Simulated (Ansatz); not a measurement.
## AlN: random displacements

The calculation used DFT r2SCAN, scalar-relativistic, plane waves, PAW (Ansatz 0.2.0). Settings: plane waves to 500 eV, k-mesh 12×12×6 (Γ-centred), Gaussian smearing 0.05 eV. No spin polarisation. Energies are free energies at this smearing, counted from the undisturbed cell; pressure is positive in compression.

The starting cell (relaxed at this level):

```
CELL_PARAMETERS angstrom
3.10667 0.00000 0.00000
-1.55333 2.69045 0.00000
0.00000 0.00000 4.97840
ATOMIC_POSITIONS crystal
Al 0.33333 0.66667 0.00169
Al 0.66667 0.33333 0.50169
N 0.33333 0.66667 0.38331
N 0.66667 0.33333 0.88331
```

The atoms are displaced (Å, in the unstrained cell):

```csv
atom,ux,uy,uz
Al1,0.318,-0.010,-0.027
Al2,-0.031,-0.100,-0.018
N3,0.040,-0.060,0.053
N4,-0.328,0.170,-0.008
```

The cell is not strained.

**Question.** What are the energy change, the stress and the forces?

**Answer.** ΔE = 2031.5 meV/atom; stress (xx, yy, zz, yz, xz, xy; compression positive) (93.48, 56.63, 32.32, 50.31, -56.66, -78.96) GPa; gap on the mesh 4.34 eV.
```tsv
atom	Fx (eV/Å)	Fy	Fz
Al1	-30.59	23.50	18.18
Al2	0.70	0.97	1.17
N3	-0.96	-0.19	-1.75
N4	30.84	-24.28	-17.59
```

Cost: 1 run of about 0.82 core-minutes, on Intel Xeon Platinum 8375C (Ice Lake) (shared hosts).